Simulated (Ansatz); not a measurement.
**W: a hydrostatic pressure series**

The task here is to estimate one member of a computed series from the others.

Method: DFT PBE, scalar-relativistic, plane waves, PAW, in Ansatz 0.2.0.

1 further run of the same task is left out (set aside as unsound or not needed).

## The starting structure

Symmetry: Im-3m, No. 229, cubic system. The conventional cell has a = 3.184 Å, b = 3.184 Å, c = 3.184 Å, α = 90.00°, β = 90.00°, γ = 90.00°. W (site symmetry m-3m) is surrounded by 8 W at 2.76 Å.

As a file:

```cif
data_structure
_symmetry_space_group_name_H-M 'P 1'
_symmetry_Int_Tables_number 1
_cell_length_a 2.7570
_cell_length_b 2.7570
_cell_length_c 2.7570
_cell_angle_alpha 109.471
_cell_angle_beta 109.471
_cell_angle_gamma 109.471
_cell_volume 16.13
loop_
_atom_site_label
_atom_site_type_symbol
_atom_site_fract_x
_atom_site_fract_y
_atom_site_fract_z
_atom_site_occupancy
W1 W 0.00000 0.00000 0.00000 1
```

It goes back to an entry of the Materials Project.

It is the result of an earlier relaxation at this level (volume 16.13 Å³/atom; gap on the mesh: none (metal)).

The first run:

input.yaml

```yaml
crystal:
  lattice:
    - [-1.6068798726, 1.6068798726, 1.6068798726]
    - [1.6068798726, -1.6068798726, 1.6068798726]
    - [1.6068798726, 1.6068798726, -1.6068798726]
  atoms:
    - { symbol: W, position: [0.0, 0.0, 0.0] }
basis:
  ecutwfc: 420
kpoints:
  mp_grid: { grid: [18, 18, 18] }
hamiltonian:
  xc: pbe
scf:
  occupations: { method: gaussian, width: 0.1 }
output:
  forces: true
  stress: true
  eigenvalues: true
  write_density: true
  write_potential: true
  elf: true
  volumetric_format: npy
relax:
  adjacent_minimum: "off"
  f_tol: 0.008
  max_steps: 50
  cell: { stress_tol: 0.08, p_target: -3.0 }
```

Launch:

```
$ ansatz run input.yaml --threads 1 --pin off --max-ram 2560MiB --backend cpu --events-out ev --progress --plain --runs-dir out
```

Steps of the session up to this table: -3 GPa; 3 GPa; 8 GPa; Target pressure 15 GPa; 30 GPa; Relaxing at 60 GPa.

One of the session's tables, all rows but one given; the rest of the session is left out.

It belongs to the step «Volume, cell and gap against pressure». Lengths are those of the vectors of the cell that was run:

```
P (GPa)  V (Å³/atom)  a (Å)  b (Å)  c (Å)  ΔH (eV/atom)
     -3        16.30  2.766  2.766  2.766        -0.304
      0        16.13  2.757  2.757  2.757         0.000
      3        15.98  2.748  2.748  2.748         0.301
      8        15.74  2.734  2.734  2.734         0.795
     15            ?      ?      ?      ?             ?
     30        14.85  2.682  2.682  2.682         2.893
     60        13.94  2.626  2.626  2.626         5.575
```

Q: Estimate the row for P (GPa) = 15 from the others.

Worked estimate for «V (Å³/atom)». A straight line through the neighbours (8, 15.74) and (30, 14.85) gives 15.74 + (14.85 − 15.74) × (15 − 8) / (30 − 8) = 15.46; a parabola fitted to 4 rows on both sides gives 15.44.

The run gave: V (Å³/atom): 15.43; a (Å): 2.716; b (Å): 2.716; c (Å): 2.716; ΔH (eV/atom): 1.476. In «V (Å³/atom)» the line misses by +0.03 and the parabola by +0.01.

ΔH is E + PV over the energy at zero pressure; a, b and c are the vectors of the computed cell. 
